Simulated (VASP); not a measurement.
Write the native input for VASP 6.6.1 that does the following.

```yaml
Task: single point
Functional: PBE
Potentials_or_basis: VASP PAW PBE potentials, release 64 (Mg, Se)
Cutoff: 520 eV
k_mesh: 8 × 8 × 6
Occupations: gaussian, width 0.02 eV
Spin: no spin polarisation
Dipole_correction: no
Further_INCAR_settings: ALGO = Normal; EDIFF = 1e-06; NBANDS = 16
```

The structure of MgSe lies in POSCAR:

```
MgSe
1.0
    3.8949183669      0.0000000000      0.0000000000
    0.0000000000      3.8949183669      0.0000000000
    0.0000000000      0.0000000000      5.5082463704
Mg Se
2 2
Direct
    0.0000000000      0.0000000000      0.0000000000
    0.5000000000      0.5000000000      0.5000000000
    0.5000000000      0.5000000000      0.0000000000
    0.0000000000      0.0000000000      0.5000000000
```

The cell was built by a generator and needn't be a form met in nature.

The input as run:

INCAR

```
PREC     = Accurate       # precision mode
ENCUT    = 520            # plane-wave cutoff, eV
EDIFF    = 1E-6           # SCF threshold, eV
ISMEAR   = 0              # smearing method
SIGMA    = 0.02           # smearing width, eV
LREAL    = F              # projectors in reciprocal space
LASPH    = T              # aspherical terms in the spheres
NELM     = 100            # most SCF steps
ALGO     = Normal         # electronic algorithm
ISIF     = 2              # what is computed and relaxed
LWAVE    = F              # write WAVECAR
LCHARG   = F              # write CHGCAR
GGA      = PE             # functional
NBANDS   = 16             # bands
```

KPOINTS

```
regular mesh
0
Gamma
  8 8 6
```

Potentials or basis: VASP PAW PBE potentials, release 64 (Mg, Se).

Run with:

```bash
$ cat potpaw_PBE.64/Mg/POTCAR potpaw_PBE.64/Se/POTCAR > POTCAR
$ mpirun -np 1 vasp_std > vasp.out
```

Results of the run:

The pressure is -0.1 GPa and the band gap on the k mesh is 1.75 eV.

It took 49 s on 1 thread of AMD EPYC 7R13 Processor (Zen 3), on a shared host, peak memory 0.2 GiB.
